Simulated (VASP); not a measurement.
# AgCl (Pm-3m) in VASP: single point with PBEsol

Aim: the single point of AgCl with PBEsol.

Program: VASP 6.6.1. These are calculated values, not measurements. Logs are shortened: lines on timing, memory, paths and dates and some standing lists are left out, and cuts for length are marked.

### Step 1. The crystal as given

The structure is cubic, space group Pm-3m (No. 221). Conventional cell: a = 3.434 Å, b = 3.434 Å, c = 3.434 Å, α = 90.00°, β = 90.00°, γ = 90.00°. Ag (site symmetry m-3m) is surrounded by 8 Cl at 2.97 Å. Cl (site symmetry m-3m) is surrounded by 8 Ag at 2.97 Å.

Measurements of this composition are mostly on another form, of space group No. 225.

### Step 2. Single point, PBEsol

Input file INCAR:

```
ALGO = Fast
EDIFF = 1E-6
ENCUT = 520
GGA = PS
ISIF = 2
ISMEAR = 0
LASPH = True
LCHARG = False
LREAL = False
LWAVE = False
NBANDS = 16
NELM = 100
PREC = Accurate
SIGMA = 0.1
```

Input file KPOINTS:

```
k-points
0
Gamma
  6 6 6
```

Input file POSCAR:

```
AgCl
1.0
    3.4339730000      0.0000000000      0.0000000000
    0.0000000000      3.4339730000      0.0000000000
    0.0000000000      0.0000000000      3.4339730000
Ag Cl
1 1
Direct
    0.0000000000      0.0000000000      0.0000000000
    0.5000000000      0.5000000000      0.5000000000
```

Potentials or basis: VASP PAW PBE potentials, release 64 (Ag, Cl).

On the command line:

```console
$ cat potpaw_PBE.64/Ag/POTCAR potpaw_PBE.64/Cl/POTCAR > POTCAR
$ mpirun -np 1 vasp_std > vasp.out
```

OUTCAR:

```text
EDIFF = 1E-6
   ENCUT = 520
   GGA = PS
   ISIF = 2
   ISMEAR = 0
   LASPH = True
   LREAL = False
   NELM = 100
   PREC = Accurate

 ion  position               nearest neighbor table
   1  0.000  0.000  0.000-   2 2.97   2 2.97   2 2.97   2 2.97   2 2.97   2 2.97   2 2.97   2 2.97

   2  0.500  0.500  0.500-   1 2.97   1 2.97   1 2.97   1 2.97   1 2.97   1 2.97   1 2.97   1 2.97

  LATTYP: Found a simple cubic cell.
 ALAT       =     3.4339730000

  Lattice vectors:

 A1 = (   3.4339730000,   0.0000000000,   0.0000000000)
 A2 = (   0.0000000000,   3.4339730000,   0.0000000000)
 A3 = (   0.0000000000,   0.0000000000,   3.4339730000)

Analysis of symmetry for initial positions (statically):
=====================================================================
 Subroutine PRICEL returns:
 Original cell was already a primitive cell.

 Routine SETGRP: Setting up the symmetry group for a
 simple cubic supercell.

 Subroutine GETGRP returns: Found 48 space group operations
 (whereof 48 operations were pure point group operations)
 out of a pool of 48 trial point group operations.

The static configuration has the point symmetry O_h .

Analysis of symmetry for dynamics (positions and initial velocities):
=====================================================================
 Subroutine PRICEL returns:
 Original cell was already a primitive cell.

 Routine SETGRP: Setting up the symmetry group for a
 simple cubic supercell.

 Subroutine GETGRP returns: Found 48 space group operations
 (whereof 48 operations were pure point group operations)
 out of a pool of 48 trial point group operations.

The dynamic configuration has the point symmetry O_h .

 Subroutine INISYM returns: Found 48 space group operations
 (whereof 48 operations are pure point group operations),
 and found     1 'primitive' translations

----------------------------------------------------------------------------------------

                                     Primitive cell

  volume of cell :      40.4940

  direct lattice vectors                    reciprocal lattice vectors
     3.433973000  0.000000000  0.000000000     0.291207881  0.000000000  0.000000000
     0.000000000  3.433973000  0.000000000     0.000000000  0.291207881  0.000000000
     0.000000000  0.000000000  3.433973000     0.000000000  0.000000000  0.291207881

  length of vectors
     3.433973000  3.433973000  3.433973000     0.291207881  0.291207881  0.291207881

  position of ions in fractional coordinates (direct lattice)
     0.000000000  0.000000000  0.000000000
     0.500000000  0.500000000  0.500000000

  ion indices of the primitive-cell ions
   primitive index   ion index
                 1           1
                 2           2

----------------------------------------------------------------------------------------

 KPOINTS: k-points

Automatic generation of k-mesh.
 Grid dimensions read from file:
 generate k-points for:    6    6    6

 Generating k-lattice:

  Cartesian coordinates                     Fractional coordinates (reciprocal lattice)
     0.048534647  0.000000000  0.000000000     0.166666667  0.000000000  0.000000000
     0.000000000  0.048534647  0.000000000     0.000000000  0.166666667  0.000000000
     0.000000000  0.000000000  0.048534647     0.000000000  0.000000000  0.166666667

  Length of vectors
     0.048534647  0.048534647  0.048534647

  Shift w.r.t. Gamma in fractional coordinates (k-lattice)
     0.000000000  0.000000000  0.000000000

 Subroutine IBZKPT returns following result:
 ===========================================

 Found     20 irreducible k-points:

 Following reciprocal coordinates:
            Coordinates               Weight
  0.000000  0.000000  0.000000      1.000000
  0.166667  0.000000  0.000000      6.000000
  0.333333  0.000000  0.000000      6.000000
  0.500000  0.000000  0.000000      3.000000
  0.166667  0.166667  0.000000     12.000000
  0.333333  0.166667  0.000000     24.000000
[... 12 lines left out ...]
  0.500000  0.500000  0.333333      6.000000
  0.500000  0.500000  0.500000      1.000000
   k-points           NKPTS =     20   k-points in BZ     NKDIM =     20   number of bands    NBANDS=     16
   number of dos      NEDOS =    301   number of ions     NIONS =      2
   total plane-waves  NPLWV =  21952
   dimension x,y,z NGX =    28 NGY =   28 NGZ =   28
   dimension x,y,z NGXF=    56 NGYF=   56 NGZF=   56
   ions per type =               1   1
   NGX,Y,Z   is equivalent  to a cutoff of  13.56, 13.56, 13.56 a.u.
   NGXF,Y,Z  is equivalent  to a cutoff of  27.11, 27.11, 27.11 a.u.
 SYSTEM =  unknown system
   PREC   = accura    normal or accurate (medium, high low for compatibility)
   ISTART =      0    job   : 0-new  1-cont  2-samecut
   ICHARG =      2    charge: 1-file 2-atom 10-const
   ISPIN  =      1    spin polarized calculation?
   LNONCOLLINEAR =      F non collinear calculations
   LSORBIT =      F    spin-orbit coupling
   LASPH  =      T    aspherical Exc in radial PAW
   ENCUT  =  520.0 eV  38.22 Ry    6.18 a.u.   6.38  6.38  6.38*2*pi/ulx,y,z
   NELM   =    100;   NELMIN=  2; NELMDL= -5     # of ELM steps
   EDIFF  = 0.1E-05   stopping-criterion for ELM
   LREAL  =      F    real-space projection
   EDIFFG = 0.1E-04   stopping-criterion for IOM
   NSW    =      0    number of steps for IOM
   IBRION =     -1    ionic relax: 0-MD 1-quasi-New 2-CG
   NFREE  =      0    steps in history (QN), initial steepest desc. (CG)
   ISIF   =      2    stress and relaxation
   ISYM   =      2    0-nonsym 1-usesym 2-fastsym
   POTIM  = 0.5000    time-step for ionic-motion
   TEBEG  =    0.0;   TEEND  =   0.0 temperature during run
   PSTRESS=    0.0 pullay stress
   NELECT =      18.0000    total number of electrons
   NUPDOWN=      -1.0000    fix difference up-down
   EMIN   =  10.00;   EMAX   =-10.00  energy-range for DOS
   EFERMI =   0.00;   METHOD = LEGACY
   ISMEAR =     0;   SIGMA  =   0.10  broadening in eV -4-tet -1-fermi 0-gaus
   EFERMI_NEDOS =   21; number of points for ismear=-14 and -15
   IALGO  =     68    algorithm
   IMIX   =      4    mixing-type and parameters
     AMIX     =   0.40;   BMIX     =  1.00
     AMIX_MAG =   1.60;   BMIX_MAG =  1.00
  volume/ion in A,a.u.               =      20.25       136.63
  Fermi-wavevector in a.u.,A,eV,Ry     =   1.249402  2.361027 21.238760  1.561005
  Thomas-Fermi vector in A             =   2.383444
   LORBIT       =      0    0 simple, 1 ext, 2 COOP (PROOUT), +10 PAW based schemes
   GGA     = PS    functional components
   LHFCALC =     F    Hartree Fock is set to
   AEXX    =    0.0000 exact exchange contribution
   IVDW    =     0    specifies the selected vdW correction
   LEPSILON=     F    determine dielectric tensor
   LRPA    =     F    only Hartree local field effects (RPA)
 non-spin polarized calculation
 RMM-DIIS sequential band-by-band and
 Gauss-broadening in eV      SIGMA  =   0.10
  energy-cutoff  :      520.00
  volume of cell :       40.49
 maximum number of plane-waves:      1108
 NGX is ok and might be reduce to    28
   NGX = 13   NGY = 13   NGZ = 13

 number of electron      18.0000002 magnetization

 Free energy of the ion-electron system (eV)
  ---------------------------------------------------
  ext. energy  EPLUGINS =         0.00000000
  ---------------------------------------------------
  free energy    TOTEN  =        -5.76233131 eV

  energy without entropy =       -5.76231188  energy(sigma->0) =       -5.76232160

 E-fermi :   4.0169     XC(G=0): -10.6170

 val. band max:        3.7930646983   @ k =   0.5000   0.0000   0.0000
 cond. band min:       4.2007293298   @ k =   0.0000   0.0000   0.0000
 fundamental gap:      0.4076646315
 Fermi energy:         4.0169068641

 k-point     1 :       0.0000    0.0000    0.0000
  band No.  band energies     occupation
      1     -10.7796      2.00000
      2       1.0334      2.00000
      3       1.0334      2.00000
      4       1.9910      2.00000
      5       1.9910      2.00000
      6       1.9910      2.00000
[... 8 lines left out ...]
     15      17.2853      0.00000
     16      20.1736      0.00000

 k-point     2 :       0.1667    0.0000    0.0000
  band No.  band energies     occupation
      1     -10.6699      2.00000
      2       0.5413      2.00000
      3       1.0701      2.00000
      4       1.4814      2.00000
      5       1.4814      2.00000
      6       1.7714      2.00000
[... 8 lines left out ...]
     15      16.8864      0.00000
     16      20.0693      0.00000

 k-point     3 :       0.3333    0.0000    0.0000
  band No.  band energies     occupation
      1     -10.4326      2.00000
      2      -0.7519      2.00000
      3       1.0602      2.00000
      4       1.0602      2.00000
      5       1.1452      2.00000
      6       2.0291      2.00000
[... 8 lines left out ...]
     15      18.7410      0.00000
     16      19.8652      0.00000

 k-point     4 :       0.5000    0.0000    0.0000
  band No.  band energies     occupation
      1     -10.3033      2.00000
      2      -1.3060      2.00000
      3       0.9104      2.00000
      4       0.9104      2.00000
      5       1.1835      2.00000
      6       2.0419      2.00000
[... 8 lines left out ...]
     15      19.3532      0.00000
     16      19.7624      0.00000

 k-point     5 :       0.1667    0.1667    0.0000
  band No.  band energies     occupation
      1     -10.5680      2.00000
      2       0.4288      2.00000
      3       0.8041      2.00000
      4       1.3028      2.00000
      5       1.3878      2.00000
      6       1.9179      2.00000
[... 8 lines left out ...]
     15      17.7010      0.00000
     16      18.9486      0.00000

 k-point     6 :       0.3333    0.1667    0.0000
  band No.  band energies     occupation
      1     -10.3490      2.00000
      2      -0.5512      2.00000
      3       0.7921      2.00000
      4       1.1623      2.00000
      5       1.2990      2.00000
      6       1.9230      2.00000
[... 8 lines left out ...]
     15      18.7741      0.00000
     16      18.9687      0.00000

 k-point     7 :       0.5000    0.1667    0.0000
  band No.  band energies     occupation
      1     -10.2307      2.00000
      2      -1.0374      2.00000
      3       0.7675      2.00000
      4       1.0547      2.00000
      5       1.2774      2.00000
      6       1.9518      2.00000
[... 8 lines left out ...]
     15      18.9088      0.00000
     16      20.4022      0.00000

 k-point     8 :       0.3333    0.3333    0.0000
  band No.  band energies     occupation
      1     -10.1721      2.00000
      2      -0.2360      2.00000
      3       0.3643      2.00000
      4       1.3663      2.00000
      5       1.3965      2.00000
      6       1.7719      2.00000
[... 8 lines left out ...]
     15      17.8062      0.00000
     16      19.3763      0.00000

 k-point     9 :       0.5000    0.3333    0.0000
  band No.  band energies     occupation
      1     -10.0781      2.00000
      2      -0.3568      2.00000
      3       0.3974      2.00000
      4       1.3792      2.00000
      5       1.4237      2.00000
      6       1.7806      2.00000
[... 8 lines left out ...]
     15      17.8401      0.00000
     16      20.2532      0.00000
[... 96 lines left out ...]
 k-point    15 :       0.5000    0.3333    0.1667
  band No.  band energies     occupation
      1      -9.9948      2.00000
      2      -0.3537      2.00000
      3       0.1259      2.00000
      4       1.2390      2.00000
      5       1.5266      2.00000
      6       1.8727      2.00000
[... 8 lines left out ...]
     15      17.7288      0.00000
     16      19.0640      0.00000

 k-point    16 :       0.5000    0.5000    0.1667
  band No.  band energies     occupation
      1      -9.9101      2.00000
      2      -0.0990      2.00000
      3      -0.0990      2.00000
      4       0.9189      2.00000
      5       1.5112      2.00000
      6       2.1764      2.00000
[... 8 lines left out ...]
     15      18.6970      0.00000
     16      18.6970      0.00000

 k-point    17 :       0.3333    0.3333    0.3333
  band No.  band energies     occupation
      1      -9.9122      2.00000
      2      -0.1180      2.00000
      3      -0.1180      2.00000
      4       0.3337      2.00000
      5       1.9183      2.00000
      6       1.9183      2.00000
[... 8 lines left out ...]
     15      17.6744      0.00000
     16      18.3652      0.00000

 k-point    18 :       0.5000    0.3333    0.3333
  band No.  band energies     occupation
      1      -9.8180      2.00000
      2      -0.3979      2.00000
      3      -0.2325      2.00000
      4       0.2355      2.00000
      5       1.9400      2.00000
      6       2.0876      2.00000
[... 8 lines left out ...]
     15      18.0927      0.00000
     16      19.8135      0.00000

 k-point    19 :       0.5000    0.5000    0.3333
  band No.  band energies     occupation
      1      -9.7238      2.00000
      2      -0.4346      2.00000
      3      -0.4346      2.00000
      4      -0.1241      2.00000
      5       2.0348      2.00000
      6       2.3075      2.00000
[... 8 lines left out ...]
     15      20.3271      0.00000
     16      20.3271      0.00000

 k-point    20 :       0.5000    0.5000    0.5000
  band No.  band energies     occupation
      1      -9.6239      2.00000
      2      -0.5632      2.00000
      3      -0.5632      2.00000
      4      -0.5632      2.00000
      5       2.3120      2.00000
      6       2.3120      2.00000
[... 8 lines left out ...]
     15      21.0203      0.00000
     16      21.0203      0.00000

------------------------ aborting loop because EDIFF is reached ----------------------------------------

  FORCE on cell =-STRESS in cart. coord.  units (eV):
  Direction    XX          YY          ZZ          XY          YZ          ZX
  --------------------------------------------------------------------------------------
  -------------------------------------------------------------------------------------
  Total       -1.1787018     -1.1787018     -1.1787018      0.0000000      0.0000000     -0.0000000
  in kB      -46.6362788    -46.6362788    -46.6362788      0.0000000      0.0000000     -0.0000000
  external PRESSURE =     -46.6362788 kB  Pullay stress =       0.0000000 kB

 VOLUME and BASIS-vectors are now :
 -----------------------------------------------------------------------------
  energy-cutoff  :      520.00
  volume of cell :       40.49
      direct lattice vectors                 reciprocal lattice vectors
     3.433973000  0.000000000  0.000000000     0.291207881  0.000000000  0.000000000
     0.000000000  3.433973000  0.000000000     0.000000000  0.291207881  0.000000000
     0.000000000  0.000000000  3.433973000     0.000000000  0.000000000  0.291207881

 POSITION                                       TOTAL-FORCE (eV/Angst)
 -----------------------------------------------------------------------------------
      0.00000      0.00000      0.00000         0.000000      0.000000      0.000000
      1.71699      1.71699      1.71699         0.000000      0.000000      0.000000
 -----------------------------------------------------------------------------------
    total drift:                               -0.000000      0.000000      0.000000

  FREE ENERGIE OF THE ION-ELECTRON SYSTEM (eV)
  ---------------------------------------------------
  free  energy   TOTEN  =        -5.7623313078 eV

  energy  without entropy=       -5.7623118838  energy(sigma->0) =       -5.76232160
```

Run time: 6.9 s. Hardware: 1 thread of Intel Xeon 6975P-C (Granite Rapids), shared host; peak memory 0.15 GiB.

Results:

- Free energy: -5.7623 eV
- Pressure: -4.7 GPa
- Band gap on the k mesh: 0.41 eV, indirect (least direct gap 1.93 eV)

Levels at points of the mesh, in eV from the valence-band top:
```csv
k point,band 5,band 6,band 7,band 8,band 9,band 10,band 11,band 12,band 13,band 14
"(0.00, 0.00, 0.00)",-1.80,-1.80,-1.52,-1.52,-1.52,0.41,9.29,9.29,13.49,13.49
"(0.50, 0.00, 0.00)",-2.61,-1.75,-1.44,0.00,0.00,4.71,5.42,9.27,9.89,9.89
"(0.50, 0.50, 0.00)",-2.12,-2.09,-2.09,-1.50,-0.88,2.67,8.78,8.78,10.47,13.65
"(0.50, 0.50, 0.50)",-1.48,-1.48,-0.18,-0.18,-0.18,4.62,4.62,4.62,6.62,17.23
```

Caveat: the PAW data sets were made with another functional, which shifts forces and pressure a little. A k mesh can miss the band edges.
